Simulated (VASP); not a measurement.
# CdTe (F-43m) in VASP: notebook, part 2 of 2

VASP 6.6.1.

### 3 Single point, PBEsol

This run uses another cell than the first one, of 25.38 Å³/atom, 0.743 times its volume.

Input file INCAR:

```
SYSTEM = CdTe
PREC     = Accurate       ! precision mode
ENCUT    = 520            ! plane-wave cutoff, eV
EDIFF    = 1E-6           ! SCF threshold, eV
ISMEAR   = 0              ! smearing method
SIGMA    = 0.01           ! smearing width, eV
LREAL    = .False.        ! projectors in reciprocal space
LASPH    = .True.         ! aspherical terms in the spheres
NELM     = 60             ! most SCF steps
ALGO     = Normal         ! electronic algorithm
ISIF     = 2              ! what is computed and relaxed
LWAVE    = .False.        ! write WAVECAR
LCHARG   = .False.        ! write CHGCAR
GGA      = PS             ! functional
NBANDS   = 16             ! bands
```

Input file KPOINTS:

```
Automatic mesh
0
Gamma
  8 8 8
  0 0 0
```

Input file POSCAR:

```
CdTe
1.0
    0.0000000000      2.9388791343      2.9388791343
    2.9388791343      0.0000000000      2.9388791343
    2.9388791343      2.9388791343      0.0000000000
Cd Te
1 1
Direct
    0.0000000000      0.0000000000      0.0000000000
    0.7500000000      0.7500000000      0.7500000000
```

Potentials or basis: VASP PAW PBE potentials, release 64 (Cd, Te).

Launch:

```console
> cat potpaw_PBE.64/Cd/POTCAR potpaw_PBE.64/Te/POTCAR > POTCAR
> mpirun -np 1 vasp_std > vasp.out
```

OUTCAR:

```text
SYSTEM = CdTe
   PREC = Accurate
   ENCUT = 520
   EDIFF = 1E-6
   ISMEAR = 0
   LREAL = .False.
   LASPH = .True.
   NELM = 60
   ISIF = 2
   GGA = PS

 ion  position               nearest neighbor table
   1  0.000  0.000  0.000-   2 2.55   2 2.55   2 2.55   2 2.55
   2  0.750  0.750  0.750-   1 2.55   1 2.55   1 2.55   1 2.55

  LATTYP: Found a face centered cubic cell.
 ALAT       =     5.8777582686

  Lattice vectors:

 A1 = (   0.0000000000,   2.9388791343,   2.9388791343)
 A2 = (   2.9388791343,   0.0000000000,   2.9388791343)
 A3 = (   2.9388791343,   2.9388791343,   0.0000000000)

Analysis of symmetry for initial positions (statically):
=====================================================================
 Subroutine PRICEL returns:
 Original cell was already a primitive cell.

 Routine SETGRP: Setting up the symmetry group for a
 face centered cubic supercell.

 Subroutine GETGRP returns: Found 24 space group operations
 (whereof 24 operations were pure point group operations)
 out of a pool of 48 trial point group operations.

The static configuration has the point symmetry T_d .

Analysis of symmetry for dynamics (positions and initial velocities):
=====================================================================
 Subroutine PRICEL returns:
 Original cell was already a primitive cell.

 Routine SETGRP: Setting up the symmetry group for a
 face centered cubic supercell.

 Subroutine GETGRP returns: Found 24 space group operations
 (whereof 24 operations were pure point group operations)
 out of a pool of 48 trial point group operations.

The dynamic configuration has the point symmetry T_d .

 Subroutine INISYM returns: Found 24 space group operations
 (whereof 24 operations are pure point group operations),
 and found     1 'primitive' translations

----------------------------------------------------------------------------------------

                                     Primitive cell

  volume of cell :      50.7663

  direct lattice vectors                    reciprocal lattice vectors
     0.000000000  2.938879134  2.938879134    -0.170132890  0.170132890  0.170132890
     2.938879134  0.000000000  2.938879134     0.170132890 -0.170132890  0.170132890
     2.938879134  2.938879134  0.000000000     0.170132890  0.170132890 -0.170132890

  length of vectors
     4.156202730  4.156202730  4.156202730     0.294678809  0.294678809  0.294678809

  position of ions in fractional coordinates (direct lattice)
     0.000000000  0.000000000  0.000000000
     0.750000000  0.750000000  0.750000000

  ion indices of the primitive-cell ions
   primitive index   ion index
                 1           1
                 2           2

----------------------------------------------------------------------------------------

 KPOINTS: Automatic mesh

Automatic generation of k-mesh.
 Grid dimensions read from file:
 generate k-points for:    8    8    8

 Generating k-lattice:

  Cartesian coordinates                     Fractional coordinates (reciprocal lattice)
    -0.021266611  0.021266611  0.021266611     0.125000000  0.000000000  0.000000000
     0.021266611 -0.021266611  0.021266611     0.000000000  0.125000000  0.000000000
     0.021266611  0.021266611 -0.021266611     0.000000000  0.000000000  0.125000000

  Length of vectors
     0.036834851  0.036834851  0.036834851

  Shift w.r.t. Gamma in fractional coordinates (k-lattice)
     0.000000000  0.000000000  0.000000000

 Subroutine IBZKPT returns following result:
 ===========================================

 Found     29 irreducible k-points:

 Following reciprocal coordinates:
            Coordinates               Weight
  0.000000  0.000000  0.000000      1.000000
  0.125000  0.000000  0.000000      8.000000
  0.250000  0.000000  0.000000      8.000000
  0.375000  0.000000  0.000000      8.000000
  0.500000  0.000000  0.000000      4.000000
  0.125000  0.125000  0.000000      6.000000
[... 16 lines left out ...]
  0.500000  0.250000  0.125000     48.000000
 -0.375000  0.250000  0.125000     24.000000
 [... further k-points ...]
   k-points           NKPTS =     29   k-points in BZ     NKDIM =     29   number of bands    NBANDS=     16
   number of dos      NEDOS =    301   number of ions     NIONS =      2
   total plane-waves  NPLWV =  32768
   dimension x,y,z NGX =    32 NGY =   32 NGZ =   32
   dimension x,y,z NGXF=    64 NGYF=   64 NGZF=   64
   ions per type =               1   1
   NGX,Y,Z   is equivalent  to a cutoff of  12.80, 12.80, 12.80 a.u.
   NGXF,Y,Z  is equivalent  to a cutoff of  25.60, 25.60, 25.60 a.u.
 SYSTEM =  CdTe
   PREC   = accura    normal or accurate (medium, high low for compatibility)
   ISTART =      0    job   : 0-new  1-cont  2-samecut
   ICHARG =      2    charge: 1-file 2-atom 10-const
   ISPIN  =      1    spin polarized calculation?
   LNONCOLLINEAR =      F non collinear calculations
   LSORBIT =      F    spin-orbit coupling
   LASPH  =      T    aspherical Exc in radial PAW
   ENCUT  =  520.0 eV  38.22 Ry    6.18 a.u.   7.73  7.73  7.73*2*pi/ulx,y,z
   NELM   =     60;   NELMIN=  2; NELMDL= -5     # of ELM steps
   EDIFF  = 0.1E-05   stopping-criterion for ELM
   LREAL  =      F    real-space projection
   EDIFFG = 0.1E-04   stopping-criterion for IOM
   NSW    =      0    number of steps for IOM
   IBRION =     -1    ionic relax: 0-MD 1-quasi-New 2-CG
   NFREE  =      0    steps in history (QN), initial steepest desc. (CG)
   ISIF   =      2    stress and relaxation
   ISYM   =      2    0-nonsym 1-usesym 2-fastsym
   POTIM  = 0.5000    time-step for ionic-motion
   TEBEG  =    0.0;   TEEND  =   0.0 temperature during run
   PSTRESS=    0.0 pullay stress
   NELECT =      18.0000    total number of electrons
   NUPDOWN=      -1.0000    fix difference up-down
   EMIN   =  10.00;   EMAX   =-10.00  energy-range for DOS
   EFERMI =   0.00;   METHOD = LEGACY
   ISMEAR =     0;   SIGMA  =   0.01  broadening in eV -4-tet -1-fermi 0-gaus
   EFERMI_NEDOS =   21; number of points for ismear=-14 and -15
   IALGO  =     38    algorithm
   IMIX   =      4    mixing-type and parameters
     AMIX     =   0.40;   BMIX     =  1.00
     AMIX_MAG =   1.60;   BMIX_MAG =  1.00
  volume/ion in A,a.u.               =      25.38       171.29
  Fermi-wavevector in a.u.,A,eV,Ry     =   1.158708  2.189640 18.267234  1.342604
  Thomas-Fermi vector in A             =   2.295307
   LORBIT       =      0    0 simple, 1 ext, 2 COOP (PROOUT), +10 PAW based schemes
   GGA     = PS    functional components
   LHFCALC =     F    Hartree Fock is set to
   AEXX    =    0.0000 exact exchange contribution
   IVDW    =     0    specifies the selected vdW correction
   LEPSILON=     F    determine dielectric tensor
   LRPA    =     F    only Hartree local field effects (RPA)
 non-spin polarized calculation
 Gauss-broadening in eV      SIGMA  =   0.01
  energy-cutoff  :      520.00
  volume of cell :       50.77
 maximum number of plane-waves:      1384
   NGX = 15   NGY = 15   NGZ = 15

 number of electron      18.0000006 magnetization

 Free energy of the ion-electron system (eV)
  ---------------------------------------------------
  ext. energy  EPLUGINS =         0.00000000
  ---------------------------------------------------
  free energy    TOTEN  =        -4.42673715 eV

  energy without entropy =       -4.42673715  energy(sigma->0) =       -4.42673715

 E-fermi :   5.5741     XC(G=0): -10.1443

 val. band max:        5.4557354835   @ k =   0.0000   0.0000   0.0000
 cond. band min:       7.0128598954   @ k =   0.0000   0.0000   0.0000
 fundamental gap:      1.5571244119
 Fermi energy:         5.5740815350

 k-point     1 :       0.0000    0.0000    0.0000
  band No.  band energies     occupation
      1      -7.9570      2.00000
      2      -4.3661      2.00000
      3      -4.3661      2.00000
      4      -4.3661      2.00000
      5      -3.8163      2.00000
      6      -3.8163      2.00000
[... 8 lines left out ...]
     15      15.2759      0.00000
     16      15.2759      0.00000
[... 419 lines left out ...]
 k-point    24 :      -0.3750    0.2500    0.1250
  band No.  band energies     occupation
      1      -7.1054      2.00000
      2      -4.1941      2.00000
      3      -4.1533      2.00000
      4      -3.8665      2.00000
      5      -3.8129      2.00000
      6      -2.9835      2.00000
[... 8 lines left out ...]
     15      15.6719      0.00000
     16      16.8757      0.00000

 [... further k-points ...]

------------------------ aborting loop because EDIFF is reached ----------------------------------------

  FORCE on cell =-STRESS in cart. coord.  units (eV):
  Direction    XX          YY          ZZ          XY          YZ          ZX
  --------------------------------------------------------------------------------------
  -------------------------------------------------------------------------------------
  Total        8.0871087      8.0871087      8.0871087      0.0000000      0.0000000      0.0000000
  in kB      255.2282195    255.2282195    255.2282195      0.0000000      0.0000000      0.0000000
  external PRESSURE =     255.2282195 kB  Pullay stress =       0.0000000 kB

 VOLUME and BASIS-vectors are now :
 -----------------------------------------------------------------------------
  energy-cutoff  :      520.00
  volume of cell :       50.77
      direct lattice vectors                 reciprocal lattice vectors
     0.000000000  2.938879134  2.938879134    -0.170132890  0.170132890  0.170132890
     2.938879134  0.000000000  2.938879134     0.170132890 -0.170132890  0.170132890
     2.938879134  2.938879134  0.000000000     0.170132890  0.170132890 -0.170132890

 POSITION                                       TOTAL-FORCE (eV/Angst)
 -----------------------------------------------------------------------------------
      0.00000      0.00000      0.00000         0.000000      0.000000     -0.000000
      4.40832      4.40832      4.40832        -0.000000     -0.000000      0.000000
 -----------------------------------------------------------------------------------
    total drift:                                0.000000      0.000000      0.000000

  FREE ENERGIE OF THE ION-ELECTRON SYSTEM (eV)
  ---------------------------------------------------
  free  energy   TOTEN  =        -4.4267371493 eV

  energy  without entropy=       -4.4267371493  energy(sigma->0) =       -4.42673715
```

Wall time 12 s (1 thread of Intel Xeon 6975P-C (Granite Rapids), shared host); peak memory 0.18 GiB.

Results:

```
Free energy            : -4.4267 eV
Pressure               : 25.5 GPa
Band gap on the k mesh : 1.56 eV, direct
```

Caveat: the PAW data sets were made with another functional, which shifts forces and pressure a little; spin-orbit coupling is left out, which moves the levels of the heavy elements. A k mesh can miss the band edges.

### 4 Single point, PBE

This run uses another cell than the first one, of 36.22 Å³/atom, 1.060 times its volume.

Input file INCAR:

```
SYSTEM = CdTe
ALGO = Normal
EDIFF = 1E-7
ENCUT = 520
GGA = PE
ISIF = 2
ISMEAR = 0
LASPH = .True.
LCHARG = .True.
LELF = .True.
LREAL = .False.
LVHAR = .True.
LWAVE = .False.
NBANDS = 16
NELM = 60
PREC = Accurate
SIGMA = 0.02
```

Input file KPOINTS:

```
k-points
0
Gamma
  8 8 8
  0 0 0
```

Input file POSCAR:

```
CdTe
1.0
    0.0000000000      3.3086867464      3.3086867464
    3.3086867464      0.0000000000      3.3086867464
    3.3086867464      3.3086867464      0.0000000000
Cd Te
1 1
Direct
    0.0000000000      0.0000000000      0.0000000000
    0.7500000000      0.7500000000      0.7500000000
```

Potentials or basis: VASP PAW PBE potentials, release 64 (Cd, Te).

Launch:

```console
> cat potpaw_PBE.64/Cd/POTCAR potpaw_PBE.64/Te/POTCAR > POTCAR
> mpirun -np 1 vasp_std > vasp.out
```

OUTCAR:

```text
SYSTEM = CdTe
   EDIFF = 1E-7
   ENCUT = 520
   GGA = PE
   ISIF = 2
   ISMEAR = 0
   LASPH = .True.
   LREAL = .False.
   NELM = 60
   PREC = Accurate

 ion  position               nearest neighbor table
   1  0.000  0.000  0.000-   2 2.87   2 2.87   2 2.87   2 2.87
   2  0.750  0.750  0.750-   1 2.87   1 2.87   1 2.87   1 2.87

  LATTYP: Found a face centered cubic cell.
 ALAT       =     6.6173734928

  Lattice vectors:

 A1 = (   0.0000000000,   3.3086867464,   3.3086867464)
 A2 = (   3.3086867464,   0.0000000000,   3.3086867464)
 A3 = (   3.3086867464,   3.3086867464,   0.0000000000)

Analysis of symmetry for initial positions (statically):
=====================================================================
 Subroutine PRICEL returns:
 Original cell was already a primitive cell.

 Routine SETGRP: Setting up the symmetry group for a
 face centered cubic supercell.

 Subroutine GETGRP returns: Found 24 space group operations
 (whereof 24 operations were pure point group operations)
 out of a pool of 48 trial point group operations.

The static configuration has the point symmetry T_d .

Analysis of symmetry for dynamics (positions and initial velocities):
[... 162 lines left out ...]
 cond. band min:       2.3844912914   @ k =   0.0000   0.0000   0.0000
 fundamental gap:      0.5837249214
 Fermi energy:         1.9052196259

 k-point     1 :       0.0000    0.0000    0.0000
  band No.  band energies     occupation
      1      -9.0349      2.00000
      2      -6.2903      2.00000
      3      -6.2903      2.00000
      4      -6.2903      2.00000
      5      -6.0733      2.00000
      6      -6.0733      2.00000
[... 433 lines left out ...]
      3      -6.2065      2.00000
      4      -6.0853      2.00000
      5      -6.0683      2.00000
      6      -5.6884      2.00000
[... 8 lines left out ...]
     15      11.8110      0.00000
     16      12.2435      0.00000

 [... further k-points ...]

------------------------ aborting loop because EDIFF is reached ----------------------------------------

  FORCE on cell =-STRESS in cart. coord.  units (eV):
  Direction    XX          YY          ZZ          XY          YZ          ZX
  --------------------------------------------------------------------------------------
  -------------------------------------------------------------------------------------
  Total        0.0527173      0.0527173      0.0527173     -0.0000000      0.0000000      0.0000000
  in kB        1.1659158      1.1659158      1.1659158     -0.0000000      0.0000000      0.0000000
  external PRESSURE =       1.1659158 kB  Pullay stress =       0.0000000 kB

 VOLUME and BASIS-vectors are now :
 -----------------------------------------------------------------------------
  energy-cutoff  :      520.00
  volume of cell :       72.44
      direct lattice vectors                 reciprocal lattice vectors
     0.000000000  3.308686746  3.308686746    -0.151117358  0.151117358  0.151117358
     3.308686746  0.000000000  3.308686746     0.151117358 -0.151117358  0.151117358
     3.308686746  3.308686746  0.000000000     0.151117358  0.151117358 -0.151117358

 POSITION                                       TOTAL-FORCE (eV/Angst)
 -----------------------------------------------------------------------------------
      0.00000      0.00000      0.00000         0.000000      0.000000     -0.000000
      4.96303      4.96303      4.96303        -0.000000     -0.000000      0.000000
 -----------------------------------------------------------------------------------
    total drift:                                0.000000      0.000000      0.000001

  FREE ENERGIE OF THE ION-ELECTRON SYSTEM (eV)
  ---------------------------------------------------
  free  energy   TOTEN  =        -4.8120275871 eV

  energy  without entropy=       -4.8120275871  energy(sigma->0) =       -4.81202759
```

stdout:

```text
POSCAR found type information on POSCAR CdTe
 POSCAR found :  2 types and       2 ions
 scaLAPACK will be used
 LDA part: xc-table for (Slater+PW92), standard interpolation
 POSCAR, INCAR and KPOINTS ok, starting setup
 FFT: planning ... GRIDC
 FFT: planning ... GRID_SOFT
 FFT: planning ... GRID
 WAVECAR not read
 entering main loop
```

Wall time 22 s (1 thread of Intel Xeon 6975P-C (Granite Rapids), shared host); peak memory 0.21 GiB.

What came out:

| Quantity | Value |
| --- | --- |
| Free energy | -4.8120 eV |
| Pressure | 0.1 GPa |
| Band gap on the k mesh | 0.58 eV, direct |

Levels at points of the mesh, in eV from the valence-band top:
| k point | band 6 | band 7 | band 8 | band 9 | band 10 | band 11 | band 12 | band 13 |
| --- | --- | --- | --- | --- | --- | --- | --- | --- |
| (0.00, 0.00, 0.00) | -7.87 | 0.00 | 0.00 | 0.00 | 0.58 | 4.64 | 4.64 | 4.64 |
| (0.50, 0.00, 0.00) | -7.57 | -4.08 | -0.69 | -0.69 | 1.75 | 5.21 | 5.21 | 7.01 |
| (0.50, 0.50, 0.00) | -7.45 | -4.01 | -1.66 | -1.66 | 2.67 | 2.74 | 8.51 | 8.81 |

Caveat: spin-orbit coupling is left out, which moves the levels of the heavy elements.

### 5 The runs side by side

| task | level | cell | cutoff (eV) | smearing | gap on the mesh (eV) | pressure (GPa) |
| --- | --- | --- | --- | --- | --- | --- |
| relaxation of cell and atoms | PBEsol | relaxed to 4 GPa from a = 4.589 Å, angles 60.0°, 2 atoms | 600 | gaussian 0.01 eV | 0.88 | 4.0 |
| single point | PBEsol | a = 4.156 Å, angles 60.0°, 2 atoms | 520 | gaussian 0.01 eV | 1.56 | 25.5 |
| single point | PBE | a = 4.679 Å, angles 60.0°, 2 atoms | 520 | gaussian 0.02 eV | 0.58 | 0.1 |

Alike in all rows: potentials or basis VASP PAW PBE potentials, release 64 (Cd, Te); no spin polarisation; k mesh 8 × 8 × 8.

Caveats: spin-orbit coupling is left out, which moves the levels of the heavy elements; the PAW data sets were made with another functional, which shifts forces and pressure a little (some runs); the cell is relaxed towards a set pressure, so the enthalpy falls and the energy may rise (some runs).

Total energies depend on the potentials used, so only differences within one code and one set of settings carry meaning.

### 6 Comparison with measurements

Step 4. A measured gap of CdTe is 1.607 eV (0 K; a printed reference work, data compilation); the calculated 0.58 eV misses it by -1.02 eV. So large a miss can be the level of theory's own, or it may mean another phase, state or a wrong row. Spin-orbit coupling on Cd, Te is left out. The value is that of PBE, without temperature or zero-point motion. Semilocal functionals fall short of measured gaps as a rule.
